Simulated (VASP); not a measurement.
# Cu (Fm-3m) in VASP: notebook

The runs below take Cu through single point, with PBE.

Program: VASP 6.6.1. These are calculated values, not measurements. Logs are shortened: lines on timing, memory, paths and dates and some standing lists are left out, and cuts for length are marked.

### Step 1. The crystal as given

The structure is cubic, space group Fm-3m (No. 225). The conventional cell has a = 3.615 Å, b = 3.615 Å, c = 3.615 Å, α = 90.00°, β = 90.00°, γ = 90.00°. Cu (site symmetry m-3m) has 12 Cu at 2.56 Å as nearest neighbours.

### Step 2. Single point, PBE

Contents of INCAR:

```
SYSTEM = Cu
  PREC = Accurate
  ENCUT = 460
  EDIFF = 1E-7
  ISMEAR = 1
  SIGMA = 0.1
  LREAL = .False.
  LASPH = .False.
  NELM = 100
  ALGO = Normal
  ISIF = 2
  LWAVE = .False.
  LCHARG = .False.
  GGA = PE
  NBANDS = 12
  ADDGRID = .False.
```

Contents of KPOINTS:

```
regular mesh
0
Gamma
  11 11 11
  0 0 0
```

Contents of POSCAR:

```
Cu
1.0
    0.0000000000      1.8075000000      1.8075000000
    1.8075000000      0.0000000000      1.8075000000
    1.8075000000      1.8075000000      0.0000000000
Cu
1
Direct
    0.0000000000      0.0000000000      0.0000000000
```

Potentials or basis: VASP PAW PBE potentials, release 64 (Cu).

On the command line:

```
$ cat potpaw_PBE.64/Cu/POTCAR > POTCAR
$ mpirun -np 1 vasp_std > vasp.out
```

OUTCAR:

```text
SYSTEM = Cu
   PREC = Accurate
   ENCUT = 460
   EDIFF = 1E-7
   ISMEAR = 1
   LREAL = .False.
   LASPH = .False.
   NELM = 100
   ISIF = 2
   GGA = PE

 Found     56 irreducible k-points:

 Following reciprocal coordinates:
            Coordinates               Weight
  0.000000  0.000000  0.000000      1.000000
  0.090909  0.000000  0.000000      8.000000
  0.181818  0.000000  0.000000      8.000000
  0.272727  0.000000  0.000000      8.000000
  0.363636  0.000000  0.000000      8.000000
  0.454545  0.000000  0.000000      8.000000
   k-points           NKPTS =     56   k-points in BZ     NKDIM =     56   number of bands    NBANDS=     12
   number of dos      NEDOS =    301   number of ions     NIONS =      1
   total plane-waves  NPLWV =   5832
   dimension x,y,z NGX =    18 NGY =   18 NGZ =   18
   dimension x,y,z NGXF=    36 NGYF=   36 NGZF=   36
   ions per type =               1
   NGX,Y,Z   is equivalent  to a cutoff of  11.71, 11.71, 11.71 a.u.
   NGXF,Y,Z  is equivalent  to a cutoff of  23.41, 23.41, 23.41 a.u.
 SYSTEM =  Cu
   PREC   = accura    normal or accurate (medium, high low for compatibility)
   ISTART =      0    job   : 0-new  1-cont  2-samecut
   ICHARG =      2    charge: 1-file 2-atom 10-const
   ISPIN  =      1    spin polarized calculation?
   LNONCOLLINEAR =      F non collinear calculations
   LSORBIT =      F    spin-orbit coupling
   LASPH  =      F    aspherical Exc in radial PAW
   ENCUT  =  460.0 eV  33.81 Ry    5.81 a.u.   4.47  4.47  4.47*2*pi/ulx,y,z
   NELM   =    100;   NELMIN=  2; NELMDL= -5     # of ELM steps
   EDIFF  = 0.1E-06   stopping-criterion for ELM
   LREAL  =      F    real-space projection
   EDIFFG = 0.1E-05   stopping-criterion for IOM
   NSW    =      0    number of steps for IOM
   IBRION =     -1    ionic relax: 0-MD 1-quasi-New 2-CG
   NFREE  =      0    steps in history (QN), initial steepest desc. (CG)
   ISIF   =      2    stress and relaxation
   ISYM   =      2    0-nonsym 1-usesym 2-fastsym
   POTIM  = 0.5000    time-step for ionic-motion
   TEBEG  =    0.0;   TEEND  =   0.0 temperature during run
   PSTRESS=    0.0 pullay stress
   NELECT =      11.0000    total number of electrons
   NUPDOWN=      -1.0000    fix difference up-down
   EMIN   =  10.00;   EMAX   =-10.00  energy-range for DOS
   EFERMI =   0.00;   METHOD = LEGACY
   ISMEAR =     1;   SIGMA  =   0.10  broadening in eV -4-tet -1-fermi 0-gaus
   EFERMI_NEDOS =   21; number of points for ismear=-14 and -15
   IALGO  =     38    algorithm
   IMIX   =      4    mixing-type and parameters
     AMIX     =   0.40;   BMIX     =  1.00
     AMIX_MAG =   1.60;   BMIX_MAG =  1.00
  volume/ion in A,a.u.               =      11.81        79.70
  Fermi-wavevector in a.u.,A,eV,Ry     =   1.598763  3.021224 34.777078  2.556043
  Thomas-Fermi vector in A             =   2.696162
   LORBIT       =      0    0 simple, 1 ext, 2 COOP (PROOUT), +10 PAW based schemes
   GGA     = PE    functional components
   LHFCALC =     F    Hartree Fock is set to
   AEXX    =    0.0000 exact exchange contribution
   IVDW    =     0    specifies the selected vdW correction
   LEPSILON=     F    determine dielectric tensor
   LRPA    =     F    only Hartree local field effects (RPA)
 non-spin polarized calculation
 Methfessel and Paxton  Order N= 1 SIGMA  =   0.10
  energy-cutoff  :      460.00
  volume of cell :       11.81
 maximum number of plane-waves:       276
 NGX is ok and might be reduce to    18
   NGX =  9   NGY =  9   NGZ =  9

 number of electron      11.0000013 magnetization

 Free energy of the ion-electron system (eV)
  ---------------------------------------------------
  ext. energy  EPLUGINS =         0.00000000
  ---------------------------------------------------
  free energy    TOTEN  =        -3.73111245 eV

  energy without entropy =       -3.73166446  energy(sigma->0) =       -3.73129645

 E-fermi :   7.6297     XC(G=0): -12.7262

 val. band max:        7.5388731748   @ k =   0.4545   0.2727   0.0000
 cond. band min:       7.7816847255   @ k =   0.4545   0.3636   0.0000
 fundamental gap:      0.2428115506
 Fermi energy:         7.6297402485

 k-point     1 :       0.0000    0.0000    0.0000
  band No.  band energies     occupation
      1      -1.7666      2.00000
      2       4.5518      2.00000
      3       4.5518      2.00000
      4       4.5518      2.00000
      5       5.3793      2.00000
      6       5.3793      2.00000
      7      30.1803      0.00000
      8      32.8228      0.00000
      9      32.8228      0.00000
     10      32.8228      0.00000
     11      35.3129      0.00000
     12      35.3129      0.00000

 k-point     2 :       0.0909    0.0000    0.0000
  band No.  band energies     occupation
      1      -1.4667      2.00000
      2       4.4902      2.00000
      3       4.6058      2.00000
      4       4.6058      2.00000
      5       5.3590      2.00000
      6       5.3590      2.00000
      7      28.1047      0.00000
      8      30.9898      0.00000
      9      32.0351      0.00000
     10      32.0351      0.00000
     11      36.5110      0.00000
     12      36.5110      0.00000

 k-point     3 :       0.1818    0.0000    0.0000
  band No.  band energies     occupation
      1      -0.5971      2.00000
      2       4.3547      2.00000
      3       4.7025      2.00000
      4       4.7025      2.00000
      5       5.3606      2.00000
      6       5.3606      2.00000
      7      23.4462      0.00000
      8      30.5296      0.00000
      9      30.9928      0.00000
     10      30.9928      0.00000
     11      37.1435      0.00000
     12      37.5702      0.00000

 k-point     4 :       0.2727    0.0000    0.0000
  band No.  band energies     occupation
      1       0.7049      2.00000
      2       4.3168      2.00000
      3       4.6942      2.00000
      4       4.6942      2.00000
      5       5.5129      2.00000
      6       5.5129      2.00000
      7      18.9395      0.00000
      8      29.8755      0.00000
      9      30.2488      0.00000
     10      30.2488      0.00000
     11      35.5467      0.00000
     12      35.5467      0.00000

 k-point     5 :       0.3636    0.0000    0.0000
  band No.  band energies     occupation
      1       1.9541      2.00000
      2       4.6018      2.00000
      3       4.6018      2.00000
      4       4.8345      2.00000
      5       5.7539      2.00000
      6       5.7539      2.00000
      7      14.9262      0.00000
      8      29.1668      0.00000
      9      29.8285      0.00000
     10      29.8285      0.00000
     11      33.7736      0.00000
     12      33.7736      0.00000

 k-point     6 :       0.4545    0.0000    0.0000
  band No.  band energies     occupation
      1       2.4613      2.00000
      2       4.5311      2.00000
      3       4.5311      2.00000
      4       5.9203      2.00000
      5       5.9203      2.00000
      6       6.2156      2.00000
      7      11.8921      0.00000
      8      28.7305      0.00000
      9      29.6696      0.00000
     10      29.6696      0.00000
     11      32.7900      0.00000
     12      32.7900      0.00000

 [... further k-points ...]

------------------------ aborting loop because EDIFF is reached ----------------------------------------

  FORCE on cell =-STRESS in cart. coord.  units (eV):
  Direction    XX          YY          ZZ          XY          YZ          ZX
  --------------------------------------------------------------------------------------
  -------------------------------------------------------------------------------------
  Total        0.1105239      0.1105239      0.1105239      0.0000000     -0.0000000      0.0000000
  in kB       14.9934612     14.9934612     14.9934612      0.0000000     -0.0000000      0.0000000
  external PRESSURE =      14.9934612 kB  Pullay stress =       0.0000000 kB

 VOLUME and BASIS-vectors are now :
 -----------------------------------------------------------------------------
  energy-cutoff  :      460.00
  volume of cell :       11.81
      direct lattice vectors                 reciprocal lattice vectors
     0.000000000  1.807500000  1.807500000    -0.276625173  0.276625173  0.276625173
     1.807500000  0.000000000  1.807500000     0.276625173 -0.276625173  0.276625173
     1.807500000  1.807500000  0.000000000     0.276625173  0.276625173 -0.276625173

 POSITION                                       TOTAL-FORCE (eV/Angst)
 -----------------------------------------------------------------------------------
      0.00000      0.00000      0.00000         0.000000      0.000000     -0.000000
 -----------------------------------------------------------------------------------
    total drift:                                0.000000     -0.000000      0.000000

  FREE ENERGIE OF THE ION-ELECTRON SYSTEM (eV)
  ---------------------------------------------------
  free  energy   TOTEN  =        -3.7311124486 eV

  energy  without entropy=       -3.7316644638  energy(sigma->0) =       -3.73129645
```

Wall time 3.6 s (1 thread of AMD EPYC 9R45 (Zen 5), shared host); peak memory 0.09 GiB.

The run converged, but some of its settings lie outside the range that counts as converged, so its numbers aren't taken as properties of the crystal.

Results:

```yaml
Free_energy: -3.7311 eV
Pressure: 1.5 GPa
Band_gap_on_the_k_mesh: none (metal or under the smearing width)
```

### Step 3. Single point, PBE

INCAR is that of step 2.

KPOINTS is that of step 2.

Contents of POSCAR:

```
Cu
1.0
   -0.0335610000      1.7894160000      1.7776830000
    1.7981850000     -0.0227470000      1.7668690000
    1.8176490000      1.7980650000     -0.0422110000
Cu
1
Direct
    0.0167750000     -0.0332640000      0.0016970000
```

Potentials or basis: VASP PAW PBE potentials, release 64 (Cu).

On the command line:

```
$ cat potpaw_PBE.64/Cu/POTCAR > POTCAR
$ mpirun -np 1 vasp_std > vasp.out
```

OUTCAR:

```text
SYSTEM = Cu
   PREC = Accurate
   ENCUT = 460
   EDIFF = 1E-7
   ISMEAR = 1
   LREAL = .False.
   LASPH = .False.
   NELM = 100
   ISIF = 2
   GGA = PE

 Found    666 irreducible k-points:

 Following reciprocal coordinates:
            Coordinates               Weight
  0.000000  0.000000  0.000000      1.000000
  0.090909 -0.000000 -0.000000      2.000000
  0.181818 -0.000000 -0.000000      2.000000
  0.272727 -0.000000 -0.000000      2.000000
  0.363636 -0.000000 -0.000000      2.000000
  0.454545  0.000000 -0.000000      2.000000
   k-points           NKPTS =    666   k-points in BZ     NKDIM =    666   number of bands    NBANDS=     12
   number of dos      NEDOS =    301   number of ions     NIONS =      1
   total plane-waves  NPLWV =   5832
   dimension x,y,z NGX =    18 NGY =   18 NGZ =   18
   dimension x,y,z NGXF=    36 NGYF=   36 NGZF=   36
   ions per type =               1
   NGX,Y,Z   is equivalent  to a cutoff of  11.86, 11.87, 11.70 a.u.
   NGXF,Y,Z  is equivalent  to a cutoff of  23.73, 23.74, 23.41 a.u.
 SYSTEM =  Cu
   PREC   = accura    normal or accurate (medium, high low for compatibility)
   ISTART =      0    job   : 0-new  1-cont  2-samecut
   ICHARG =      2    charge: 1-file 2-atom 10-const
   ISPIN  =      1    spin polarized calculation?
   LNONCOLLINEAR =      F non collinear calculations
   LSORBIT =      F    spin-orbit coupling
   LASPH  =      F    aspherical Exc in radial PAW
   ENCUT  =  460.0 eV  33.81 Ry    5.81 a.u.   4.41  4.41  4.47*2*pi/ulx,y,z
   NELM   =    100;   NELMIN=  2; NELMDL= -5     # of ELM steps
   EDIFF  = 0.1E-06   stopping-criterion for ELM
   LREAL  =      F    real-space projection
   EDIFFG = 0.1E-05   stopping-criterion for IOM
   NSW    =      0    number of steps for IOM
   IBRION =     -1    ionic relax: 0-MD 1-quasi-New 2-CG
   NFREE  =      0    steps in history (QN), initial steepest desc. (CG)
   ISIF   =      2    stress and relaxation
   ISYM   =      2    0-nonsym 1-usesym 2-fastsym
   POTIM  = 0.5000    time-step for ionic-motion
   TEBEG  =    0.0;   TEEND  =   0.0 temperature during run
   PSTRESS=    0.0 pullay stress
   NELECT =      11.0000    total number of electrons
   NUPDOWN=      -1.0000    fix difference up-down
   EMIN   =  10.00;   EMAX   =-10.00  energy-range for DOS
   EFERMI =   0.00;   METHOD = LEGACY
   ISMEAR =     1;   SIGMA  =   0.10  broadening in eV -4-tet -1-fermi 0-gaus
   EFERMI_NEDOS =   21; number of points for ismear=-14 and -15
   IALGO  =     38    algorithm
   IMIX   =      4    mixing-type and parameters
     AMIX     =   0.40;   BMIX     =  1.00
     AMIX_MAG =   1.60;   BMIX_MAG =  1.00
[... 19 lines left out ...]

 Free energy of the ion-electron system (eV)
  ---------------------------------------------------
  ext. energy  EPLUGINS =         0.00000000
  ---------------------------------------------------
  free energy    TOTEN  =        -3.72621642 eV

  energy without entropy =       -3.72627280  energy(sigma->0) =       -3.72623521

 E-fermi :   7.6880     XC(G=0): -12.7255

 val. band max:        7.6850604310   @ k =  -0.0000   0.4545   0.3636
 cond. band min:       7.6886704894   @ k =   0.4545   0.4545   0.1818
 fundamental gap:      0.0036100584
 Fermi energy:         7.6879968366

 k-point     1 :       0.0000    0.0000    0.0000
  band No.  band energies     occupation
      1      -1.7662      2.00000
      2       4.4550      2.00000
      3       4.5234      2.00000
      4       4.6624      2.00000
      5       5.3471      2.00000
      6       5.4188      2.00000
      7      30.0382      0.00000
      8      32.1016      0.00000
      9      32.6970      0.00000
     10      33.8687      0.00000
     11      34.6722      0.00000
     12      35.1684      0.00000
[... 61 lines left out ...]
 k-point     6 :       0.4545    0.0000   -0.0000
  band No.  band energies     occupation
      1       2.4386      2.00000
      2       4.4601      2.00000
      3       4.6163      2.00000
      4       5.8589      2.00000
      5       5.9578      2.00000
      6       6.1409      2.00000
      7      11.7539      0.00000
      8      28.7608      0.00000
      9      29.7733      0.00000
     10      30.1430      0.00000
     11      32.7505      0.00000
     12      33.1788      0.00000

 [... further k-points ...]

------------------------ aborting loop because EDIFF is reached ----------------------------------------

  FORCE on cell =-STRESS in cart. coord.  units (eV):
  Direction    XX          YY          ZZ          XY          YZ          ZX
  --------------------------------------------------------------------------------------
  -------------------------------------------------------------------------------------
  Total        0.1206601      0.1015081      0.1559360      0.0376186      0.1242436      0.2115865
  in kB       16.3685144     13.7703965     21.1539781      5.1032653     16.8546482     28.7034210
  external PRESSURE =      17.0976297 kB  Pullay stress =       0.0000000 kB

 VOLUME and BASIS-vectors are now :
 -----------------------------------------------------------------------------
  energy-cutoff  :      460.00
  volume of cell :       11.81
      direct lattice vectors                 reciprocal lattice vectors
    -0.033561000  1.789416000  1.777683000    -0.268914128  0.278352052  0.277263920
     1.798185000 -0.022747000  1.766869000     0.277037260 -0.273469598  0.280504747
     1.817649000  1.798065000 -0.042211000     0.271125354  0.275680674 -0.272381618

 POSITION                                       TOTAL-FORCE (eV/Angst)
 -----------------------------------------------------------------------------------
      1.74089      0.01108      1.73784         0.000000      0.000000      0.000000
 -----------------------------------------------------------------------------------
    total drift:                                0.000079     -0.000021     -0.000039

  FREE ENERGIE OF THE ION-ELECTRON SYSTEM (eV)
  ---------------------------------------------------
  free  energy   TOTEN  =        -3.7262164195 eV

  energy  without entropy=       -3.7262727966  energy(sigma->0) =       -3.72623521
```

OSZICAR:

```text
N       E                     dE             d eps       ncg     rms          rms(c)
DAV:   1     0.406481673328E+02    0.40648E+02   -0.49594E+03 17636   0.141E+03
DAV:   2    -0.342784680978E+01   -0.44076E+02   -0.40706E+02 16428   0.195E+02
DAV:   3    -0.462264310591E+01   -0.11948E+01   -0.11878E+01 18680   0.374E+01
DAV:   4    -0.463009638184E+01   -0.74533E-02   -0.74524E-02 18048   0.260E+00
DAV:   5    -0.463016593183E+01   -0.69550E-04   -0.69550E-04 18904   0.256E-01    0.769E+00
DAV:   6    -0.410639322474E+01    0.52377E+00   -0.14538E+01 19080   0.714E+01    0.393E+00
DAV:   7    -0.373870429774E+01    0.36769E+00   -0.22883E+00 19060   0.283E+01    0.578E-01
DAV:   8    -0.372782605024E+01    0.10878E-01   -0.43560E-03 18404   0.957E-01    0.302E-01
DAV:   9    -0.372621515307E+01    0.16109E-02   -0.97716E-03 19764   0.170E+00    0.280E-02
DAV:  10    -0.372621808340E+01   -0.29303E-05   -0.28899E-05 23360   0.807E-02    0.113E-02
DAV:  11    -0.372621633243E+01    0.17510E-05   -0.36570E-06 20040   0.355E-02    0.278E-04
DAV:  12    -0.372621641947E+01   -0.87046E-07   -0.22597E-08 11420   0.190E-03
   1 F= -.37262164E+01 E0= -.37262352E+01  d E =0.563771E-04
```

It took 36 s on 1 thread of AMD EPYC 9R45 (Zen 5), shared host; peak memory 0.15 GiB.

These settings aren't checked as converged: the numbers below hold their error.

What came out:

| Property | Result |
| --- | --- |
| Free energy | -3.7262 eV |
| Pressure | 1.7 GPa |
| Band gap on the k mesh | none (metal or under the smearing width) |

### Step 4. Single point, PBE

Contents of INCAR:

```
SYSTEM = Cu
  PREC = Normal
  ENCUT = 460
  EDIFF = 1E-4
  ISMEAR = 1
  SIGMA = 0.1
  LREAL = Auto
  LASPH = .True.
  NELM = 100
  ALGO = Normal
  ISIF = 2
  LWAVE = .False.
  LCHARG = .False.
  GGA = PE
  NBANDS = 12
  ADDGRID = .False.
```

KPOINTS is that of step 3.

Contents of POSCAR:

```
Cu
1.0
    0.0000000000      1.8075000000      1.8075000000
    1.8075000000      0.0000000000      1.8075000000
    1.8075000000      1.8075000000      0.0000000000
Cu
1
Direct
    0.0000000000      0.0000000000      0.0000000000
```

On the command line:

```
$ cat potpaw_PBE.64/Cu/POTCAR > POTCAR
$ mpirun -np 1 vasp_std > vasp.out
```

Run time: 3.2 s. Hardware: 1 thread of AMD EPYC 9R45 (Zen 5), shared host; peak memory 0.08 GiB.

These settings aren't checked as converged: the numbers below hold their error.

Results:

| Property | Result |
| --- | --- |
| Free energy | -3.7319 eV |
| Pressure | 0.7 GPa |
| Band gap on the k mesh | none (metal or under the smearing width) |

### Step 5. Single point, PBE

INCAR is that of step 4.

KPOINTS is that of step 4.

Contents of POSCAR:

```
Cu
1.0
   -0.0335610000      1.7894160000      1.7776830000
    1.7981850000     -0.0227470000      1.7668690000
    1.8176490000      1.7980650000     -0.0422110000
Cu
1
Direct
    0.0167750000     -0.0332640000      0.0016970000
```

On the command line:

```
$ cat potpaw_PBE.64/Cu/POTCAR > POTCAR
$ mpirun -np 1 vasp_std > vasp.out
```

Run time: 29 s. Hardware: 1 thread of AMD EPYC 9R45 (Zen 5), shared host; peak memory 0.12 GiB.

These settings aren't checked as converged: the numbers below hold their error.

Results:

| Quantity | Value |
| --- | --- |
| Free energy | -3.7271 eV |
| Pressure | 1.2 GPa |
| Band gap on the k mesh | none (metal or under the smearing width) |

### Step 6. For comparison

An earlier run on the cell as given: functional PBE; potentials or basis VASP PAW PBE potentials, release 64 (Cu); cutoff 520 eV; k mesh 13 × 13 × 13; occupations fermi-dirac, width 0.05 eV; no spin polarisation.

* Pressure: 2.2 GPa
* Band gap on the k mesh: none (metal or under the smearing width)
